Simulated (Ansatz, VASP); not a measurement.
Two plane-wave programs on Ge

Contents of INCAR:

```
SYSTEM = Ge
ALGO = Normal
EDIFF = 1E-6
ENCUT = 520
GGA = PE
ISIF = 2
ISMEAR = -1
LASPH = .TRUE.
LCHARG = .FALSE.
LREAL = .FALSE.
LWAVE = .FALSE.
NBANDS = 21
NELM = 100
PREC = Accurate
SIGMA = 0.05
```

File KPOINTS:

```
k-points
0
G
  8 8 8
  0 0 0
```

POSCAR

```
Ge
1.0
    4.1706344850      0.0000000000      0.0000000000
   -2.0853121444      3.6118764621      0.0000000000
    0.0000000000      0.0000000000      3.3918236228
Ge
2
Direct
    0.6666700000      0.3333300000      0.1408600000
    0.3333300000      0.6666700000      0.8591400000
```

input.yaml

```yaml
crystal:
  lattice:
    - [4.170634485, 0.0, 0.0]
    - [-2.0853121444, 3.6118764621, 0.0]
    - [0.0, 0.0, 3.3918236228]
  atoms:
    - { symbol: Ge, position: [0.66667, 0.33333, 0.14086] }
    - { symbol: Ge, position: [0.33333, 0.66667, 0.85914] }
hamiltonian:
  xc: pbe
  pseudopotentials: { kind: paw }
kpoints:
  mp_grid: { grid: [8, 8, 8] }
scf:
  occupations: { method: fermi_dirac, width: 0.05 }
output:
  forces: true
  stress: true
  eigenvalues: true
```

The cell was built by a generator and needn't be a form met in nature.

Alike in both runs: task single point; functional PBE; k mesh 8 × 8 × 8; occupations fermi-dirac, width 0.05 eV; no spin polarisation.

|  | VASP | Ansatz |
| --- | --- | --- |
| version | VASP 6.6.1 | Ansatz 0.2.0 |
| potentials or method | VASP PAW PBE potentials, release 64 (Ge_d) | Ansatz PAW |
| plane-wave cutoff (eV) | 520 | 420 |
| valence electrons in the cell | 28 | 28 |

Ansatz gave:

- gap on the k mesh at the Fermi level (eV): none
- pressure (GPa): -3.9
- largest component of the traceless stress (GPa): 1.84
- rms of the force components (eV/Å): 0.103

Task: Which values does VASP return?

Result: gap on the k mesh at the Fermi level (eV): none; pressure (GPa): -3.9; largest component of the traceless stress (GPa): 1.84; rms of the force components (eV/Å): 0.101.

Atom by atom the forces differ by 0.002 eV/Å (rms over components). A gap of «none» marks a metal or a gap that the smearing closes. With one functional, cell and mesh, what is left measures potentials, basis and numerics.
